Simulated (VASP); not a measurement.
Write the native input for VASP 6.6.1 that does the following.

- Task: relaxation of cell and atoms
- Functional: LDA
- Potentials or basis: VASP PAW LDA potentials, release 64 (Ba_sv, F)
- Cutoff: 600 eV
- k mesh: 8 × 8 × 8
- Occupations: gaussian, width 0.03 eV
- Spin: no spin polarisation
- Further INCAR settings: ALGO = Normal; EDIFF = 1e-06; IBRION = 2; EDIFFG = -0.01; NSW = 90; ISIF = 3

The structure of BaF2 (Frankdicksonite) lies in POSCAR:

```
BaF2
1.0
    0.0000000000      3.1000500000      3.1000500000
    3.1000500000      0.0000000000      3.1000500000
    3.1000500000      3.1000500000      0.0000000000
Ba F
1 2
Direct
    0.0000000000      0.0000000000      0.0000000000
    0.2500000000      0.2500000000      0.2500000000
    0.7500000000      0.7500000000      0.7500000000
```

The input as run:

INCAR

```
ALGO = Normal
EDIFF = 1E-6
EDIFFG = -0.01
ENCUT = 600
IBRION = 2
ISIF = 3
ISMEAR = 0
LASPH = T
LCHARG = F
LREAL = F
LWAVE = F
NELM = 80
NSW = 90
PREC = Accurate
SIGMA = 0.03
```

KPOINTS

```
k-points
0
Gamma
  8 8 8
```

Potentials or basis: VASP PAW LDA potentials, release 64 (Ba_sv, F).

Launch:

```sh
$ cat potpaw_LDA.64/Ba_sv/POTCAR potpaw_LDA.64/F/POTCAR > POTCAR
$ mpirun -np 1 vasp_std > vasp.out
```

Results of the run:

```json
{
 "Relaxed volume": "18.78 Å³/atom",
 "Relaxed cell": "a = 4.303 Å, b = 4.303 Å, c = 4.303 Å, α = 60.00°, β = 60.00°, γ = 60.00°",
 "Space group after relaxing (to 0.05 Å)": "Fm-3m (No. 225)",
 "Energy gained by relaxing": "12.3 meV/atom",
 "Ionic steps": "3",
 "Pressure after relaxing": "0.0 GPa",
 "Band gap on the k mesh": "6.61 eV, indirect (least direct gap 6.74 eV)"
}
```

Caveat: spin-orbit coupling is left out, which moves the levels of the heavy elements.

Run time: 61 s on 1 thread of Intel(R) Xeon(R) Platinum 8488C (Sapphire Rapids) (shared host), peak memory 0.19 GiB.
